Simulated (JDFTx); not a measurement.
**KCl (Sylvite) in JDFTx: the effect of exact exchange share**

Crystal: KCl (Sylvite).

```
K Cl
1.0
     0.00000    3.14647    3.14647
     3.14647    0.00000    3.14647
     3.14647    3.14647    0.00000
K Cl
1 1
Direct
  0.00000 0.00000 0.00000
  0.50000 0.50000 0.50000
```

Alike in all runs:

- Program: JDFTx 1.7.0 (patched build)
- Task: single point
- Potentials or basis: PseudoDojo-SR-PBE-0.5-standard with smoothed tails
- Cutoff: 1007 eV
- Density cutoff: 8055 eV
- k mesh: 2 × 2 × 2
- Occupations: fermi-dirac, width 0.05 eV
- Spin: no spin polarisation

| exact exchange share | functional | gap on the mesh (eV) | pressure (GPa) |
| --- | --- | --- | --- |
| 0.1 | PBE0 (exact-exchange share 0.1) | 6.01 | 1.0 |
| 0.2 | PBE0 (exact-exchange share 0.2) | ? | ? |
| 0.25 | PBE0 (exact-exchange share 0.25) | 7.30 | 0.8 |
| 0.3 | PBE0 (exact-exchange share 0.3) | 7.73 | 0.8 |
| 0.4 | PBE0 (exact-exchange share 0.4) | 8.60 | 0.6 |

**Question.** What does the run with exact exchange share 0.2 give?

**Answer.** gap on the mesh 6.87 eV; pressure 0.9 GPa.

Worked out: A straight line through the other rows of the gap on the mesh, of slope 8.63 eV per unit of exact exchange share, gives 6.87 eV, against the run's 6.87. A straight line through the other rows of the pressure, of slope -1.28 GPa per unit of exact exchange share, gives 0.9 GPa, against the run's 0.9.

Caveats: all runs use coarse meshes; the hybrid runs on potentials with a model core; the potentials were made for another functional, which shifts forces and pressure.

